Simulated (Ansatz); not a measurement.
# AlP: the cost of one run

Program: Ansatz 0.2.0. Level of theory: DFT PBE, scalar-relativistic, plane waves, PAW. These are calculated values, not measurements.

### Step 1. The starting structure

Symmetry: F-43m, No. 216, cubic system. Conventional cell: a = 5.473 Å, b = 5.473 Å, c = 5.473 Å, α = 90.00°, β = 90.00°, γ = 90.00°. Around Al (site symmetry -43m) lie 4 P at 2.37 Å. P (site symmetry -43m) is surrounded by 4 Al at 2.37 Å.

Coordinates:

```
Al P
1.0
     0.00000    2.73648    2.73648
     2.73648    0.00000    2.73648
     2.73648    2.73648    0.00000
Al P
1 1
Direct
  0.00000 0.00000 0.00000
  0.75000 0.75000 0.75000
```

The structure comes from the Materials Project (structure only).

(A quick probe on a coarse mesh, which set the mesh and smearing, is not shown.)

### Step 3. The relaxation

input.yaml

```yaml
crystal:
  lattice:
    - [0.0, 2.736483713, 2.736483713]
    - [2.736483713, 0.0, 2.736483713]
    - [2.736483713, 2.736483713, 0.0]
  atoms:
    - { symbol: Al, position: [0.0, 0.0, 0.0] }
    - { symbol: P, position: [0.75, 0.75, 0.75] }
basis:
  ecutwfc: 420
kpoints:
  mp_grid: { grid: [8, 8, 8] }
hamiltonian:
  xc: pbe
scf:
  occupations: { method: gaussian, width: 0.02 }
output:
  forces: true
  stress: true
  eigenvalues: true
relax:
  adjacent_minimum: "off"
  f_tol: 0.005
  max_steps: 80
  cell: { stress_tol: 0.05 }
```

Run with:

```bash
> ansatz run input.yaml --threads 1 --pin off --max-ram 2560MiB --backend cpu --events-out ev --progress --plain --runs-dir out
```

What time and memory should one allow on 1 thread of AMD EPYC 7R43 (Zen 3), shared host?

About 5.1 s, with a peak of 0.35 GiB.
